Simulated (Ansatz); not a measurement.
# Cu (I4/mmm) in Ansatz: further runs

Runs on Cu. Level: PBE. Tasks: single point.

Everything below comes from runs of Ansatz 0.2.0. Logs are shortened: lines on timing, memory, paths and dates and some standing lists are left out, and cuts for length are marked.

## (1) The crystal as given

It takes space group I4/mmm (No. 139, tetragonal). The conventional cell has a = 2.886 Å, b = 2.886 Å, c = 2.752 Å, α = 90.00°, β = 90.00°, γ = 90.00°. Cu (site symmetry 4/mmm) has 10 Cu at 2.46 to 2.75 Å as nearest neighbours.

This isn't the form of Cu at room conditions, which is fcc.

## (2) Single point, PBE, 10.77 Å³/atom (volume scaled by 0.94)

The input, input.yaml:

```yaml
crystal:
  lattice:
    - [-1.413340294, 1.413340294, 1.3479902729]
    - [1.413340294, -1.413340294, 1.3479902729]
    - [1.413340294, 1.413340294, -1.3479902729]
  atoms:
    - { symbol: Cu, position: [0.0, 0.0, 0.0] }
kpoints:
  mp_grid: { grid: [13, 13, 13] }
scf:
  occupations: { method: fermi_dirac, width: 0.05 }
hamiltonian:
  xc: pbe
  pseudopotentials: { kind: all_electron, lapw: { basis_error: 0.0005 } }
output:
  forces: true
  stress: true
  eigenvalues: true
```

Potentials or basis: all-electron LAPW, scalar-relativistic.

Run with:

```sh
$ ansatz run input.yaml --threads 1 --pin off --max-ram 2560MiB --backend cpu --events-out ev --progress --plain --runs-dir out
```

What it wrote:

```text
Warning: RAYON_NUM_THREADS=1 ignored (pool sized by the plan → 1); use --threads N
LAPW: plane waves up to 9.766 Å⁻¹, error target 5.0e-4 eV per atom; small_component_spin mean_spin; Cu in spheres of 1.205 Å, 19 of its electrons in bands, Dirac shells [] (how accurate: hamiltonian.pseudopotentials.lapw.basis_error, Limitations)
Engine: ansatz 0.2.0, aarch64-unknown-linux-gnu
Pseudopotentials: kind: all_electron
Pseudopotential: Cu, LAPW, valence charge 19, lapw/all_electron/scalar/gaussian/Cu, Koelling and Harmon's equation, gaussian nucleus
Functional definition: PBE
  parameter kappa = 0.804
  parameter beta = 0.06672455060314922
  exchange = pbe_x(kappa = kappa, mu = beta*pi^2/3)
  correlation = pbe_c(beta = beta)
Crystal: 1 atoms, lattice volume = 10.771 Å³
Basis set: ecut = 363.35686428572114 eV, 169 PW (Γ), exchange–correlation at level 2
Bands: 14, of which v1, the nominal top of the filled ones, is band 10 counted from 1 (9 counted from 0)
Symmetry: 16 space group operations
Space group: I4/mmm (ITA 139), of the structure as read, at distance tolerance 2.2e-5 Å
k-points: 196 of 2197
Non-local potential: Cu, projectors of the file, none
Initial density: superposition of atomic densities (chi_scale 0.1, normalization cell)
Initial wavefunctions: plane waves of lowest kinetic energy (no species holds an atomic orbital)
Functional: x = pbe(κ = 0.804, μ = 0.2195149727645171), c = pbe(β = 0.06672455060314922)
iter 1 solved again at ethr=9.60e-4 eV; its pass at ethr=1.00e-1 eV (dr2=1.82e-1 eV) is discarded
SCF iter   1: F=—  HF=-45035.088187 eV  |F-HF|=—  |Δ(HF+E_count)|=         —  Δρ=5.89e-2  dr2=1.83e-1  ethr=9.60e-4  ⟨swp⟩=2.3  Hψ=19221  notcnv=0
preconditioner: auto → none  [metal: Δε(μ)=0.043 eV  Ē_g=17.247 eV  σ=0.050 eV  W_gap=0.21  n_scr=0 (ndim 8)  ℏωp=37.5 eV  f_vac=0.000  D(μ)=0.56/eV (n_scr^D=0)]
SCF iter   2: F=—  HF=-45035.647536 eV  |F-HF|=—  |Δ(HF+E_count)|=   5.59e-1  Δρ=3.29e-2  dr2=5.77e-2  ethr=9.60e-4  ⟨swp⟩=3.0  Hψ=9024  notcnv=0
iter 3 solved again at ethr=1.05e-6 eV; its pass at ethr=3.04e-4 eV (dr2=1.99e-4 eV) is discarded
SCF iter   3: F=—  HF=-45034.234488 eV  |F-HF|=—  |Δ(HF+E_count)|=    1.41e0  Δρ=2.16e-3  dr2=1.99e-4  ethr=1.05e-6  ⟨swp⟩=2.8  Hψ=14401  notcnv=0
SCF iter   4: F=—  HF=-45034.196409 eV  |F-HF|=—  |Δ(HF+E_count)|=   3.81e-2  Δρ=4.50e-3  dr2=1.04e-3  ethr=1.05e-6  ⟨swp⟩=3.0  Hψ=8590  notcnv=0
SCF iter   5: F=—  HF=-45034.193247 eV  |F-HF|=—  |Δ(HF+E_count)|=   3.16e-3  Δρ=4.55e-4  dr2=9.75e-6  ethr=1.05e-6  ⟨swp⟩=2.5  Hψ=7561  notcnv=0
SCF iter   6: F=-45034.193236 eV  HF=-45034.193236 eV  |F-HF|=1.64e-8  |Δ(HF+E_count)|=   1.09e-5  Δρ=1.87e-5  dr2=1.50e-8  ethr=5.13e-8  ⟨swp⟩=2.0  Hψ=7338  notcnv=0
SCF 1 converged in 6 iterations: F = -45034.193236 eV  dr2 = 1.50e-8
SCF converged after 6 iterations
Free energy (F): -45034.193236 eV
Harris-Foulkes:  -45034.193236 eV  (|F-HF|=1.64e-8)
Internal energy: -45034.190893 eV  (E = F + TS)
E sigma→0 (E₀):  -45034.192065 eV
Entropy (-TS):   -0.002343 eV (-2.343 meV/atom)
Fermi energy:    18.630915 eV
--- Per-component energies (eV) ---
  E_band       = -328.124413
  E_kinetic    = 45812.044280
  E_xc         = -1841.387990
  E_electrostatic = -89004.847183  (all electrons and nuclei)
  E_smearing   = -0.002343  (= −TS)
  E_closure    = 0.000000  (closes the sum)
  E_atoms      = -45030.532457  (free atoms, spherical and without spin; not in F)
  Σ components = -45034.193236   (vs F -45034.193236, Δ=0.00e0)
  Basis errors (estimates in eV, not in F): energy 1.2e-4 per atom: plane waves 1.1e-4 (5.8e-5 summed), levels above the bands 4.0e-160, relativity 2.8e-9, radial functions 6.4e-6, core shells 1.0e-10; eigenvalues (radial functions only) 2.8e-5; not estimated: angular momenta, meshes, grids; target (lapw.basis_error) 5.0e-4; muffin-tin radii Cu 1.205 Å
--- Forces (eV/Å), atoms counted from 1 ---
  atom   1  Cu    -0.00000000    -0.00000000    -0.00000000
  max |Σ_I F_I| component: 2.16e-32 eV/Å
--- Stress (GPa, compression-positive) ---
       19.631939       0.000000       0.000000
        0.000000      19.631939       0.000000
        0.000000       0.000000      20.247946
  P = ⅓ Tr σ = 19.8373 GPa (198.373 kbar)
--- Band table (eV; the first three rows and the last of 196) ---
  k-point 0: bands = ["-94.1362", "-51.4223", "-51.4206", "-51.4206", "8.5411", "15.1543", "15.3725", "15.3725", "16.3372", "16.5656", "44.1705", "44.1705", "45.4442", "48.5067"]
  k-point 1: bands = ["-94.1348", "-51.4297", "-51.4253", "-51.4203", "8.7770", "15.1573", "15.3291", "15.4691", "16.2885", "16.5609", "41.6613", "43.9704", "44.9605", "47.1018"]
  k-point 2: bands = ["-94.1311", "-51.4551", "-51.4335", "-51.4196", "9.4668", "15.1489", "15.2100", "15.7440", "16.1887", "16.5494", "37.5422", "42.7091", "44.0563", "44.9135"]
  k-point 195: bands = ["-94.0943", "-51.5431", "-51.5421", "-51.5292", "13.4966", "13.5570", "17.0410", "17.0791", "17.0804", "25.6889", "26.8345", "28.7481", "32.8429", "33.8066"]
```

Run time: 14 s. Hardware: 1 thread of Arm Neoverse V1, shared host; peak memory 0.35 GiB.

What came out:

```yaml
Free_energy: -45034.1932 eV
Pressure: 19.8 GPa
Band_gap_on_the_k_mesh: none (metal or under the smearing width)
```

## (3) Single point, PBE, 11.00 Å³/atom (volume scaled by 0.96)

input.yaml, as its differences from that of step 2:

```diff
@@ -2,5 +2,5 @@
   lattice:
-    - [-1.413340294, 1.413340294, 1.3479902729]
-    - [1.413340294, -1.413340294, 1.3479902729]
-    - [1.413340294, 1.413340294, -1.3479902729]
+    - [-1.4232937226, 1.4232937226, 1.3574834749]
+    - [1.4232937226, -1.4232937226, 1.3574834749]
+    - [1.4232937226, 1.4232937226, -1.3574834749]
   atoms:
```

Potentials or basis: all-electron LAPW, scalar-relativistic.

Run with:

```sh
$ ansatz run input.yaml --threads 1 --pin off --max-ram 2560MiB --backend cpu --events-out ev --progress --plain --runs-dir out
```

Wall time 15 s (1 thread of Arm Neoverse V1, shared host); peak memory 0.35 GiB.

Results (log left out):

| Item | Value |
| --- | --- |
| Free energy | -45034.2182 eV |
| Pressure | 15.2 GPa |
| Band gap on the k mesh | none (metal or under the smearing width) |

## (4) Single point, PBE, 11.23 Å³/atom (volume scaled by 0.98)

input.yaml, as its differences from that of step 3:

```diff
@@ -2,5 +2,5 @@
   lattice:
-    - [-1.4232937226, 1.4232937226, 1.3574834749]
-    - [1.4232937226, -1.4232937226, 1.3574834749]
-    - [1.4232937226, 1.4232937226, -1.3574834749]
+    - [-1.4331098516, 1.4331098516, 1.3668457257]
+    - [1.4331098516, -1.4331098516, 1.3668457257]
+    - [1.4331098516, 1.4331098516, -1.3668457257]
   atoms:
```

Run with:

```sh
$ ansatz run input.yaml --threads 1 --pin off --max-ram 2560MiB --backend cpu --events-out ev --progress --plain --runs-dir out
```

It took 15 s on 1 thread of Arm Neoverse V1, shared host; peak memory 0.36 GiB.

The run converged. Its results:

| Property | Result |
| --- | --- |
| Free energy | -45034.2369 eV |
| Pressure | 11.0 GPa |
| Band gap on the k mesh | none (metal or under the smearing width) |

## (5) Single point, PBE, 11.46 Å³/atom

input.yaml, as its differences from that of step 4:

```diff
@@ -2,5 +2,5 @@
   lattice:
-    - [-1.4331098516, 1.4331098516, 1.3668457257]
-    - [1.4331098516, -1.4331098516, 1.3668457257]
-    - [1.4331098516, 1.4331098516, -1.3668457257]
+    - [-1.44279332, 1.44279332, 1.37608145]
+    - [1.44279332, -1.44279332, 1.37608145]
+    - [1.44279332, 1.44279332, -1.37608145]
   atoms:
```

Run with:

```sh
$ ansatz run input.yaml --threads 1 --pin off --max-ram 2560MiB --backend cpu --events-out ev --progress --plain --runs-dir out
```

Run time: 15 s. Hardware: 1 thread of Arm Neoverse V1, shared host; peak memory 0.36 GiB.

Results (log left out):

| Quantity | Value |
| --- | --- |
| Free energy | -45034.2499 eV |
| Pressure | 7.3 GPa |
| Band gap on the k mesh | none (metal or under the smearing width) |

## (6) Single point, PBE, 11.69 Å³/atom (volume scaled by 1.02)

input.yaml, as its differences from that of step 5:

```diff
@@ -2,5 +2,5 @@
   lattice:
-    - [-1.44279332, 1.44279332, 1.37608145]
-    - [1.44279332, -1.44279332, 1.37608145]
-    - [1.44279332, 1.44279332, -1.37608145]
+    - [-1.4523485211, 1.4523485211, 1.3851948378]
+    - [1.4523485211, -1.4523485211, 1.3851948378]
+    - [1.4523485211, 1.4523485211, -1.3851948378]
   atoms:
```

Potentials or basis: all-electron LAPW, scalar-relativistic.

Run with:

```sh
$ ansatz run input.yaml --threads 1 --pin off --max-ram 2560MiB --backend cpu --events-out ev --progress --plain --runs-dir out
```

Wall time 15 s (1 thread of Arm Neoverse V1, shared host); peak memory 0.36 GiB.

It converged, with:

```yaml
Free_energy: -45034.2580 eV
Pressure: 4.0 GPa
Band_gap_on_the_k_mesh: none (metal or under the smearing width)
```

## (7) Single point, PBE, 11.92 Å³/atom (volume scaled by 1.04)

input.yaml, as its differences from that of step 6:

```diff
@@ -2,5 +2,5 @@
   lattice:
-    - [-1.4523485211, 1.4523485211, 1.3851948378]
-    - [1.4523485211, -1.4523485211, 1.3851948378]
-    - [1.4523485211, 1.4523485211, -1.3851948378]
+    - [-1.4617796199, 1.4617796199, 1.3941898615]
+    - [1.4617796199, -1.4617796199, 1.3941898615]
+    - [1.4617796199, 1.4617796199, -1.3941898615]
   atoms:
```

Run with:

```sh
$ ansatz run input.yaml --threads 1 --pin off --max-ram 2560MiB --backend cpu --events-out ev --progress --plain --runs-dir out
```

Wall time 15 s (1 thread of Arm Neoverse V1, shared host); peak memory 0.36 GiB.

The run converged. Its results:

- Free energy: -45034.2616 eV
- Pressure: 1.1 GPa
- Band gap on the k mesh: none (metal or under the smearing width)

## (8) Single point, PBE, 12.15 Å³/atom (volume scaled by 1.06)

input.yaml, as its differences from that of step 7:

```diff
@@ -2,5 +2,5 @@
   lattice:
-    - [-1.4617796199, 1.4617796199, 1.3941898615]
-    - [1.4617796199, -1.4617796199, 1.3941898615]
-    - [1.4617796199, 1.4617796199, -1.3941898615]
+    - [-1.4710905692, 1.4710905692, 1.4030702911]
+    - [1.4710905692, -1.4710905692, 1.4030702911]
+    - [1.4710905692, 1.4710905692, -1.4030702911]
   atoms:
```

Run with:

```sh
$ ansatz run input.yaml --threads 1 --pin off --max-ram 2560MiB --backend cpu --events-out ev --progress --plain --runs-dir out
```

Run time: 14 s. Hardware: 1 thread of Arm Neoverse V1, shared host; peak memory 0.36 GiB.

The run converged. Its results:

```yaml
Free_energy: -45034.2613 eV
Pressure: -1.5 GPa
Band_gap_on_the_k_mesh: none (metal or under the smearing width)
```

## (9) The reference run

An earlier run on the cell as given: functional PBE; potentials or basis all-electron LAPW, scalar-relativistic; cutoff 322 eV (chosen from the basis error); basis error allowed 0.001 eV/atom; k mesh 13 × 13 × 13; occupations fermi-dirac, width 0.05 eV; no spin polarisation.

* Pressure: 7.3 GPa
* Band gap on the k mesh: none (metal or under the smearing width)
